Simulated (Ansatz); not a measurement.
The cell is the one relaxed in the Materials Project (mp-399), not relaxed further here; entries there can be hypothetical.

An input for Te2Pt and the output that it gave: DFT, r2SCAN, PAW with Ansatz's default frozen-core files, scalar-relativistic (Ansatz 0.2.0).

Command: `ansatz run input.yaml --threads 1 --pin off --max-ram 3072MiB --backend cpu --events-out ev --progress --plain --runs-dir out` The run took about 59 s on 1 thread of a shared machine.

```yaml
crystal:
  lattice:
    - [4.0469660219, 0.0, 0.0]
    - [-2.023483011, 3.5047753832, 0.0]
    - [0.0, 0.0, 5.47843874]
  atoms:
    - { symbol: Te, position: [0.6666666667, 0.3333333333, 0.75086101] }
    - { symbol: Te, position: [0.3333333333, 0.6666666667, 0.24913899] }
    - { symbol: Pt, position: [0.0, 0.0, 0.0] }
kpoints:
  mp_grid: { grid: [9, 9, 6] }
  band_path:
    path:
      - [0.0, 0.0, 0.0]
      - [0.5, 0.0, 0.0]
      - [0.3333333333, 0.3333333333, 0.0]
      - [0.0, 0.0, 0.0]
      - [0.0, 0.0, 0.5]
      - [0.5, 0.0, 0.5]
      - [0.3333333333, 0.3333333333, 0.5]
      - [0.0, 0.0, 0.5]
      - [0.5, 0.0, 0.5]
    npoints: 8
scf:
  occupations: { method: fermi_dirac, width: 0.05 }
hamiltonian:
  xc: r2scan
  pseudopotentials: { kind: paw }
output:
  forces: true
  stress: true
  eigenvalues: true
  efg: { contact_densities: true }
  populations: true
  bader: true
  dos: { projected: true, de: 0.2, e_range: [-14, 8] }
```

What the program printed:

```
Te, Pt: output.efg is read without spin–orbit coupling, which moves field gradients at and beside such atoms by some per cent and up to a factor of two; PAW files take it under magnetization.noncollinear and magnetization.spin_orbit
Engine: ansatz 0.2.0
Pseudopotentials: kind: paw
Pseudopotential: Te, paw, valence charge 16, recommended cutoff 500 eV (meta_gga)
Pseudopotential: Pt, paw, valence charge 18, recommended cutoff 500 eV (meta_gga)
Functional definition: r2SCAN
  parameter k0 = 0.174
  parameter k1 = 0.065
  parameter a1 = 4.9479
  exchange = r2scan_x(k0 = k0, k1 = k1, a1 = a1)
  correlation = r2scan_c
Crystal: 3 atoms, lattice volume = 77.705 Å³
Basis set: ecut = 500 eV, 1993 PW (Γ), exchange–correlation on 120×120×160 points (64 copies of the dense FFT grid, shifted against one another)
Bands: 30, of which v1, the nominal top of the filled ones, is band 25 counted from 1 (24 counted from 0)
Symmetry: 12 space group operations
Space group: P-3m1 (ITA 164), of the structure as read, at distance tolerance 4.3e-5 Å
k-points: 62 of 486
Non-local potential: Te, projectors of the file, l = 0: 2, l = 1: 2, l = 2: 2, l = 3: 2
Non-local potential: Pt, projectors of the file, l = 0: 3, l = 1: 2, l = 2: 2, l = 3: 1
PAW form: soft (Blöchl's): semilocal exchange-correlation on the pseudo side does not see the compensation charge
PAW frozen core: Te, regenerated for the run's functional (the file was generated under x = pbe(κ = 0.804, μ = 0.2195149727645171), c = pbe(β = 0.06672455060314922))
PAW frozen core: Pt, regenerated for the run's functional (the file was generated under x = pbe(κ = 0.804, μ = 0.2195149727645171), c = pbe(β = 0.06672455060314922))
PAW one-centre angular grid: Te, 590 points (default); XC on 160 Gauss nodes
PAW one-centre angular grid: Pt, 590 points (default); XC on 160 Gauss nodes
Initial density: superposition of atomic densities (neutral atoms: chi_scale 0, normalization atom), corrected by the library's trained network
Initial wavefunctions: pseudopotential atomic-orbital guess
Functional: x = r2scan, c = r2scan; τ floored in thin density (d = 2e-4 eV/Å³)
SCF iter   1: F=—  HF=-26527.702398 eV  |F-HF|=—  |Δ(HF+E_count)|=         —  Δρ=6.01e-3  dr2=4.00e-2  dr2_τ=3.50e-2  ethr=1.77e-3  ⟨swp⟩=6.5  Hψ=8168  notcnv=0
preconditioner: auto → LDOS  [metal: Δε(μ)=0.022 eV  Ē_g=9.329 eV  σ=0.050 eV  W_gap=0.11  n_scr=22 (ndim 8)  ℏωp=19.8 eV  f_vac=0.022  D(μ)=1.26/eV (n_scr^D=2)  β→1.0]
SCF iter   2: F=—  HF=-26527.726738 eV  |F-HF|=—  |Δ(HF+E_count)|=   2.43e-2  Δρ=2.98e-3  dr2=9.35e-3  dr2_τ=3.57e-3  ethr=7.99e-5  ⟨swp⟩=2.3  Hψ=3356  notcnv=0  defer=10
SCF iter   3: F=—  HF=-26527.725353 eV  |F-HF|=—  |Δ(HF+E_count)|=   1.39e-3  Δρ=5.39e-4  dr2=1.96e-4  dr2_τ=3.07e-5  ethr=1.87e-5  ⟨swp⟩=3.0  Hψ=3520  notcnv=0  defer=10
SCF iter   4: F=—  HF=-26527.725399 eV  |F-HF|=—  |Δ(HF+E_count)|=   4.62e-5  Δρ=2.02e-4  dr2=4.48e-5  dr2_τ=1.71e-6  ethr=3.91e-7  ⟨swp⟩=2.0  Hψ=3153  notcnv=0  defer=10
SCF iter   5: F=—  HF=-26527.725398 eV  |F-HF|=—  |Δ(HF+E_count)|=   1.37e-6  Δρ=6.33e-5  dr2=4.11e-6  dr2_τ=3.60e-7  ethr=8.96e-8  ⟨swp⟩=2.0  Hψ=3153  notcnv=0  defer=10
SCF iter   6: F=—  HF=-26527.725397 eV  |F-HF|=—  |Δ(HF+E_count)|=   7.23e-7  Δρ=1.36e-5  dr2=1.73e-7  dr2_τ=3.49e-9  ethr=8.22e-9  ⟨swp⟩=3.0  Hψ=3426  notcnv=0  defer=10
SCF iter   7: F=-26527.725397 eV  HF=-26527.725397 eV  |F-HF|=1.70e-9  |Δ(HF+E_count)|=   4.31e-8  Δρ=2.88e-6  dr2=6.44e-9  dr2_τ=2.64e-10  ethr=2.00e-10  ⟨swp⟩=6.7  Hψ=7852  notcnv=0
SCF 1 converged in 7 iterations: F = -26527.725397 eV  dr2 = 6.44e-9
  greatest PAW one-centre occupation: 1.000 electrons in one spin orbital (limit 2), on the Pt atom at site 2 (counted from 0), in its partial waves of l = 0
NSCF: frozen V_eff on 65 k-points
SCF converged after 7 iterations
Free energy (F): -26527.725397 eV
Harris-Foulkes:  -26527.725397 eV  (|F-HF|=1.70e-9)
Internal energy: -26527.715744 eV  (E = F + TS)
E sigma→0 (E₀):  -26527.720571 eV
Entropy (-TS):   -0.009653 eV (-3.218 meV/atom)
Fermi energy:    12.668612 eV
--- Per-component energies (eV) ---
  E_band       = -790.456000
  E_kinetic    = 999.055231
  E_local      = -4809.574185  (includes V_loc(G=0)·N_el)
  E_nonlocal   = -419.855218
  E_hartree    = 2523.999287
  E_xc         = -481.072510
  E_vxc        = -562.102716  (∫ρ·V_xc dr)
  E_paw        = -18853.217717  (= ΣΔE_a)
  E_vpaw       = -1081.395643  (= ΣTr[D̂ρ^β])
  E_aug_tail   = 0.000074  (compensation charges beyond the density's cutoff)
  E_vtau       = 35.415186  (kinetic-family band-sum trace: ∫τ·v_τ [+ j·A + Jᵃ·Aᵃ] dr)
  E_ewald      = -5487.388923
  E_core_change = 0.338216  (= ΣΔE_core)
  E_smearing   = -0.009653  (= −TS)
  E_closure    = 0.000000  (closes the sum)
  Σ components = -26527.725397   (vs F -26527.725397, Δ=0.00e0)
--- Forces (eV/Å), atoms counted from 1 ---
  atom   1  Te     0.00000000    -0.00000000    -0.00432272
  atom   2  Te    -0.00000000     0.00000000     0.00432272
  atom   3  Pt     0.00000000    -0.00000000     0.00000000
  max |Σ_I F_I| component: 2.89e-19 eV/Å
--- Stress (GPa, compression-positive) ---
        0.170472      -0.000000      -0.000000
        0.000000       0.170472       0.000000
       -0.000000       0.000000       0.059353
  P = ⅓ Tr σ = 0.1334 GPa (1.334 kbar)
--- PAW observables at the nuclei: V_zz in 10²¹ V/m², potentials from the cell's mean, atoms counted from 1 ---
  atom   1  Te V_zz =    -3.304382   η = 0.0000   by run symmetry: allowed
            electrostatic potential = -8651.526907 V   contact ρ = 1467841.113782 e/Å³
  atom   2  Te V_zz =    -3.304382   η = 0.0000   by run symmetry: allowed
            electrostatic potential = -8651.526907 V   contact ρ = 1467841.113782 e/Å³
  atom   3  Pt V_zz =    +7.972489   η = 0.0000   by run symmetry: allowed
            electrostatic potential = -16115.382382 V   contact ρ = 12079199.768332 e/Å³
--- Band table (eV; the first three rows and the last of 62) ---
  k-point 0: bands = ["-88.7060", "-42.3464", "-42.3464", "-42.2624", "-25.8029", "-25.8029", "-25.7932", "-25.7932", "-25.7904", "-25.7904", "-25.7858", "-25.7846", "-25.7796", "-25.7796", "-1.6449", "1.4712", "5.8377", "6.7446", "6.7446", "8.6567", "8.6567", "9.7600", "12.0633", "12.0633", "13.8072", "13.8948", "13.8948", "16.0322", "17.2407", "18.8958"]
  k-point 1: bands = ["-88.7060", "-42.3464", "-42.3464", "-42.2624", "-25.8021", "-25.8021", "-25.7934", "-25.7934", "-25.7906", "-25.7906", "-25.7858", "-25.7847", "-25.7799", "-25.7799", "-1.5375", "1.1398", "6.2864", "6.7596", "6.7596", "8.6511", "8.6511", "9.8018", "11.9136", "11.9136", "13.1663", "14.1281", "14.1281", "16.2051", "17.6863", "18.7300"]
  k-point 2: bands = ["-88.7060", "-42.3464", "-42.3464", "-42.2624", "-25.8004", "-25.8004", "-25.7939", "-25.7939", "-25.7914", "-25.7914", "-25.7855", "-25.7848", "-25.7804", "-25.7804", "-1.2511", "0.4913", "6.7902", "6.7902", "7.1952", "8.6405", "8.6405", "9.9728", "11.6688", "11.6688", "11.9200", "14.5771", "14.5771", "16.6884", "18.3564", "18.3564"]
  k-point 61: bands = ["-88.7059", "-42.3488", "-42.3488", "-42.2621", "-25.7974", "-25.7974", "-25.7964", "-25.7959", "-25.7885", "-25.7885", "-25.7882", "-25.7830", "-25.7787", "-25.7787", "0.6211", "0.6211", "6.4254", "6.5927", "6.5927", "8.4042", "8.4042", "8.6877", "8.8945", "9.8355", "9.8355", "14.7824", "14.7824", "18.4591", "19.4374", "19.4374"]
--- Löwdin populations: 3 sites ---
  site symbol       q [e]
     0     Te     15.9985
     1     Te     15.9985
     2     Pt     17.7547
  spilling = 0.004966 (of n_electrons = 50.000000)
--- Bader charges: 3 sites ---
  site symbol  charge [e]  shift [e]
     0     Te      0.2149     0.0003
     1     Te      0.2149     0.0003
     2     Pt     -0.4298     0.0006
  estimated error of the sums over rays = 2.5e-4 e
```
